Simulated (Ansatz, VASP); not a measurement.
**In3GaP2: VASP beside Ansatz**

```
CELL_PARAMETERS angstrom
9.22784 0.00000 0.00000
-4.61392 7.99155 0.00000
0.00000 0.00000 2.73798
ATOMIC_POSITIONS crystal
In 0.50000 0.00000 0.00000
In 0.00000 0.50000 0.00000
In 0.50000 0.50000 0.00000
Ga 0.00000 0.00000 0.00000
P 0.33333 0.66667 0.00000
P 0.66667 0.33333 0.00000
```

Alike in both runs: functional PBE; k mesh 3 × 3 × 6; occupations gaussian, width 0.1 eV; no spin polarisation.

Ansatz relaxed the structure, and its values are those at the end. VASP's run is a single point on that final structure, the one shown.

|  | VASP | Ansatz |
| --- | --- | --- |
| version | VASP 6.6.1 | Ansatz 0.2.0 |
| potentials or method | VASP PAW PBE potentials, release 64 (In_d, Ga_d, P) | scalar-relativistic, plane waves, PAW |
| plane-wave cutoff (eV) | 520 | 420 |
| valence electrons in the cell | 62 | 62 |

```tsv
	VASP	Ansatz	Ansatz less VASP
gap on the k mesh at the Fermi level (eV)	none	none	-
pressure (GPa)	0.0	0.0	+0.03
```

A gap of «none» marks a metal or a gap that the smearing closes. The functional is the same, so the differences come from potentials, cutoffs and numerics.

Caveats: the k mesh is coarse (spacing up to 0.38 Å⁻¹), so the values aren't converged.
